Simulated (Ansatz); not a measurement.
# HgTe: the cost of one run

Computed with Ansatz 0.2.0 (DFT PBEsol, scalar-relativistic, plane waves, PAW, unless a step's input says otherwise).

1 further run of the same task is left out (set aside as unsound or not needed).

## (1) The system as given

The structure is cubic, space group F-43m (No. 216). Conventional cell: a = 6.509 Å, b = 6.509 Å, c = 6.509 Å, α = 90.00°, β = 90.00°, γ = 90.00°. Hg (site symmetry -43m) is surrounded by 4 Te at 2.82 Å. Te (site symmetry -43m) is surrounded by 4 Hg at 2.82 Å.

Structure file:

```
Hg Te
1.0
     0.00000    3.25472    3.25472
     3.25472    0.00000    3.25472
     3.25472    3.25472    0.00000
Hg Te
1 1
Direct
  0.00000 0.00000 0.00000
  0.25000 0.25000 0.25000
```

This cell was relaxed beforehand with the same method: volume 34.48 Å³/atom, gap on the mesh none (metal).

## (2) Electronic structure at the relaxed geometry

Input file input.yaml:

```yaml
crystal:
  lattice:
    - [0.0, 3.2547153855, 3.2547153855]
    - [3.2547153855, 0.0, 3.2547153855]
    - [3.2547153855, 3.2547153855, 0.0]
  atoms:
    - { symbol: Hg, position: [0.0, 0.0, 0.0] }
    - { symbol: Te, position: [0.25, 0.25, 0.25] }
basis:
  ecutwfc: 420
kpoints:
  mp_grid: { grid: [12, 12, 12] }
  band_path:
    path:
      - [[0.0, 0.0, 0.0], [-0.5, -0.5, 0.0], [-0.375, -0.375, 0.25]]
      - [[-0.375, 0.0, 0.375], [0.0, 0.0, 0.0], [0.0, 0.0, 0.5], [-0.5, -0.25, 0.25], [-0.5, -0.5, 0.0]]
    npoints: 14
hamiltonian:
  xc: pbesol
scf:
  occupations: { method: gaussian, width: 0.1 }
  n_extra_bands: 6
output:
  forces: true
  stress: true
  eigenvalues: true
  populations: true
  dos: { projected: true, de: 0.02, nscf_kmesh: { grid: [18, 18, 18] } }
  bader: true
  write_density: true
  write_potential: true
  elf: true
  volumetric_format: npy
```

Run with:

```
$ ansatz run input.yaml --threads 1 --pin off --max-ram 2560MiB --backend cpu --events-out ev --progress --plain --runs-dir out
```

What time and memory should one allow on 1 thread of Intel Xeon 6975P-C (Granite Rapids), shared host?

About 50 s, with a peak of 0.49 GiB.
